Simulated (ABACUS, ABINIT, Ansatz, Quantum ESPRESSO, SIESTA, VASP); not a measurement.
**SrCl2: programs and potentials compared**

```
Sr Cl
1.0
     0.00000    3.48835    3.48835
     3.48835    0.00000    3.48835
     3.48835    3.48835    0.00000
Sr Cl
1 2
Cartesian
  0.0000 0.0000 0.0000
  5.2325 5.2325 5.2325
  1.7442 1.7442 1.7442
```

Alike in all runs: task single point; functional PBE; k mesh 7 × 7 × 7; occupations fermi-dirac, width 0.05 eV; no spin polarisation; no spin-orbit coupling. Pressure is positive in compression and, in plane waves, holds the error of the finite cutoff.

```csv
program and potentials,plane-wave cutoff (eV),notes,pressure (GPa)
"SIESTA, files PseudoDojo sr-pbe-0.4.1-standard, DZP (energy shift 0.003 Ry; two zetas on semicore shells; d shell added on Sr)",-,atomic basis,1.21
"ABINIT, JTH PAW PBE v2.0",680,-,0.97
"VASP, PBE PAW files Cl, Sr_sv, 520 eV",520,-,1.08
"Quantum ESPRESSO, SSSP 1.3 efficiency PBE",748,-,0.96
"ABACUS, PseudoDojo NC SR 0.4.1 PBE standard, plane waves",925,-,0.95
"Ansatz, all-electron LAPW, scalar-relativistic",-,-,0.99
```

The pressure spans 0.95 (ABACUS, PseudoDojo NC SR 0.4.1 PBE standard, plane waves) to 1.21 GPa (SIESTA, files PseudoDojo sr-pbe-0.4.1-standard, DZP (energy shift 0.003 Ry; two zetas on semicore shells; d shell added on Sr)), with all-electron results at 0.99. Rows in atomic bases carry the error of their basis and grid, which can be large.

The functional is the same throughout but for its coding, so the spread measures potentials, basis and numerics; runs on potential files found faulty are left out.
